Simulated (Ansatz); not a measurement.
# Ti2C: convergence and cost

The task here is to estimate one member of a computed series from the others.

Method: DFT r2SCAN, scalar-relativistic, plane waves, PAW, in Ansatz 0.2.0.

## The structure to begin with

The structure is trigonal, space group R-3m (No. 166). Conventional cell: a = 3.081 Å, b = 3.081 Å, c = 14.441 Å, α = 90.00°, β = 90.00°, γ = 120.00°. Ti (site symmetry 3m) is surrounded by 3 C at 2.11 Å. C (site symmetry -3m) has 6 Ti at 2.11 Å as nearest neighbours.

As a file:

```cif
data_structure
_symmetry_space_group_name_H-M 'R-3m:H'
_symmetry_Int_Tables_number 166
_cell_length_a 3.0814
_cell_length_b 3.0814
_cell_length_c 14.4413
_cell_angle_alpha 90.000
_cell_angle_beta 90.000
_cell_angle_gamma 120.000
_cell_volume 118.75
loop_
_atom_site_label
_atom_site_type_symbol
_atom_site_symmetry_multiplicity
_atom_site_Wyckoff_symbol
_atom_site_fract_x
_atom_site_fract_y
_atom_site_fract_z
_atom_site_occupancy
Ti1 Ti 6 c 0.00000 0.00000 0.24550 1
C1 C 3 b 0.33333 0.66667 0.16667 1
```

The structure comes from the Materials Project (structure only); it is used as listed.

Set-up of the first run:

input.yaml reads:

```yaml
crystal:
  lattice:
    - [1.540698181, 0.8895225095, 4.8137698526]
    - [-1.540698181, 0.8895225095, 4.8137698526]
    - [0.0, -1.779045019, 4.8137698526]
  atoms:
    - { symbol: Ti, position: [0.24549783, 0.24549783, 0.24549783] }
    - { symbol: Ti, position: [0.75450217, 0.75450217, 0.75450217] }
    - { symbol: C, position: [0.5, 0.5, 0.5] }
basis:
  ecutwfc: 500
kpoints:
  mp_grid: { grid: [6, 6, 6] }
hamiltonian:
  xc: r2scan
scf:
  occupations: { method: gaussian, width: 0.1 }
output:
  forces: true
  stress: true
  eigenvalues: true
```

On the command line:

```console
ansatz run input.yaml --threads 1 --pin off --max-ram 2560MiB --backend cpu --events-out ev --progress --plain --runs-dir out
```

Among the steps run: Probe: one point at the start; Base run on a denser mesh; Plane-wave cutoff set to 150 eV; Plane-wave cutoff set to 200 eV; Plane-wave cutoff set to 250 eV; Plane-wave cutoff set to 300 eV; Plane-wave cutoff set to 350 eV; Plane-wave cutoff set to 380 eV; Plane-wave cutoff set to 460 eV; Plane-wave cutoff: 520 eV; Plane-wave cutoff set to 600 eV; Plane-wave cutoff set to 700 eV; Plane-wave cutoff set to 850 eV.

One of the session's tables, all rows but one given; the rest of the session is left out.

```
cutoff (eV)  ΔE (meV/atom)  pressure (GPa)  largest change of a force component (eV/Å)
        150          16680            7.74                                       0.126
        200           3720            0.29                                       0.610
        250            808           -5.17                                       0.282
        300            130            0.28                                       0.027
        350           17.7           -0.36                                       0.014
        380              ?               ?                                           ?
        460           4.00           -0.50                                       0.001
        500           2.99           -0.50                                       0.000
        520           2.58           -0.50                                       0.000
        600           1.41           -0.50                                       0.000
        700           0.67           -0.50                                       0.000
        850           0.00           -0.50                                       0.000
```

Q: Estimate the row for cutoff (eV) = 380 from the others.

Worked estimate for «ΔE (meV/atom)». A straight line through the neighbours (350, 17.7) and (460, 4.00) gives 17.7 + (4.00 − 17.7) × (380 − 350) / (460 − 350) = 13.96; a parabola fitted to 4 rows on both sides gives 1.49.

The run gave: ΔE (meV/atom): 8.34; pressure (GPa): -0.47; largest change of a force component (eV/Å): 0.005. In «ΔE (meV/atom)» the line misses by +5.62 and the parabola by -6.85. Between these rows the values bend or scatter more than so simple an estimate can follow.

Caveats from the session: The settings are coarse, so take the values as rough. Warnings in the runs' records: cutoff below recommended.
